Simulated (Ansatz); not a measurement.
CsCl (CsCl type), relaxed with r2SCAN: the symmetry is Pm-3m (No. 221, cubic); a = 4.141 Å in the conventional setting, 35.50 Å³ an atom. Around Cs lie 8 Cl at 3.59 Å; around Cl lie 8 Cs at 3.59 Å. One-shot G0W0@PBE in the PAW code Ansatz on a 4×4×4 mesh (contour deformation, no spin-orbit coupling), from a PBE gap of 5.213 eV over the mesh points (the G0W0 gap is direct on the mesh); the number N of bands summed and the screening cutoff rise together. Calculated for a static, non-magnetic cell.

```csv
N,cutoff (eV),1000/N,G0W0 gap (eV)
169,100,5.917,7.490
397,180,2.519,7.639
```

Lay a straight line in 1000/N through these rows.
The slope is -0.0438 eV per unit of 1000/N and the intercept 7.749 eV.

Predict the gap at N = 763 (260 eV).
7.749 + (-0.0438) × 1.311 = 7.692 eV; the run gives 7.710 eV, +0.018 eV from the line.

With that run's result added, what limit do the last two rows suggest?
Their slope is (7.710 − 7.639)/(1.311 − 2.519) = -0.0588, which meets 1/N = 0 at 7.79 eV, against 7.749 eV from the first line. The slope steepens, so 1/N isn't yet asymptotic and the true limit probably lies higher still; the k mesh isn't extrapolated.

The runs are scalar-relativistic, without spin-orbit coupling.
